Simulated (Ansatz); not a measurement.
# Ni: the crystal squeezed far

An exercise on one series of results from a longer session: the logs are not shown, and one member is left open.

Computed with Ansatz 0.2.0 (DFT PBE, with the methods named in each step, unless a step's input says otherwise).

1 further run of the same task is left out (it didn't finish).

### The starting structure

It takes space group P6_3/mmc (No. 194, hexagonal). The conventional cell has a = 2.495 Å, b = 2.495 Å, c = 4.042 Å, α = 90.00°, β = 90.00°, γ = 120.00°. Ni (site symmetry -6m2) is surrounded by 12 Ni at 2.48 to 2.50 Å.

Structure file:

```
CELL_PARAMETERS angstrom
2.49523 0.00000 0.00000
-1.24761 2.16093 0.00000
0.00000 0.00000 4.04227
ATOMIC_POSITIONS crystal
Ni 0.33333 0.66667 0.25000
Ni 0.66667 0.33333 0.75000
```

Whether this phase is the stable one at these pressures isn't tested.

Atoms are numbered in the order of the input: Ni1, Ni2.

The first run:

Contents of input.yaml:

```yaml
crystal:
  lattice:
    - [2.495228857, 0.0, 0.0]
    - [-1.2476144285, 2.1609315784, 0.0]
    - [0.0, 0.0, 4.0422707483]
  atoms:
    - { symbol: Ni, position: [0.3333333333, 0.6666666667, 0.25], spin: 1.0 }
    - { symbol: Ni, position: [0.6666666667, 0.3333333333, 0.75], spin: 1.0 }
magnetization:
  spin_polarized: true
kpoints:
  mp_grid: { grid: [17, 17, 10] }
scf:
  occupations: { method: fermi_dirac, width: 0.08 }
hamiltonian:
  xc: pbe
  pseudopotentials: { kind: paw }
output:
  forces: true
  stress: true
relax:
  f_tol: 0.005
  max_steps: 40
  cell: {}
```

Run with:

```sh
> ansatz run input.yaml --threads 1 --pin off --max-ram 3072MiB --backend cpu --events-out ev --progress --plain --runs-dir out
```

Steps of the session up to this table: Cell relaxed at zero pressure, PAW; More of the same log: cell relaxed at zero pressure; Volume scaled by 1, PAW; Shape and atoms relaxed at 0.92 of the volume, PAW; Volume scaled by 0.92, PAW; Shape and atoms relaxed at 0.84 of the volume, PAW; Volume scaled by 0.84, PAW; Shape and atoms relaxed at 0.76 of the volume, PAW; Volume scaled by 0.76, PAW; Shape and atoms relaxed at 0.68 of the volume, PAW; Volume scaled by 0.68, PAW; Shape and atoms relaxed at 0.6 of the volume, PAW; Volume scaled by 0.6, PAW; Volume scaled by 0.6, PAW (source ansatz); Shape and atoms relaxed at 0.52 of the volume, PAW; Volume scaled by 0.52, PAW; Volume scaled by 0.52, PAW (partial_waves polarizable); Shape and atoms relaxed at 0.45 of the volume, PAW; Volume scaled by 0.45, PAW; Volume scaled by 0.45, PAW (core large).

One table of the session follows, with a row left open; its other results are not shown here.

 The rows PAW, 0.45 and PAW (core large), 0.45 agree to the last digit and may rest on the same set-up.

```
                         method  volume over the first  volume (Å³/atom)  pressure (GPa)  moment Ni1 (μB)
                            PAW                      1            10.940            0.00             0.69
                            PAW                   0.92            10.065           20.00             0.66
                            PAW                   0.84             9.190           52.08             0.62
                            PAW                   0.76             8.315          104.17             0.57
                            PAW                   0.68             7.439          190.70             0.52
                            PAW                    0.6             6.564          339.10             0.47
                            PAW                   0.52             5.689          604.62             0.34
                            PAW                   0.45             4.923         1025.11             0.00
               PAW (core large)                   0.45             4.923         1025.11             0.00
PAW (partial_waves polarizable)                   0.52             5.689          604.61             0.34
            PAW (source ansatz)                    0.6                 ?               ?                ?
```

Q: Estimate the row for PAW (source ansatz), 0.6 from the others.

As computed: volume (Å³/atom): 6.564; pressure (GPa): 339.53; moment Ni1 (μB): 0.47.

To keep in mind: A fit over so wide a range leans to the high pressures, so B₀ can be off by several per cent. Other magnetic orders may lie lower; this is the state that the run reached. Warnings in the runs' records: seeded moment not kept, datasets by core.
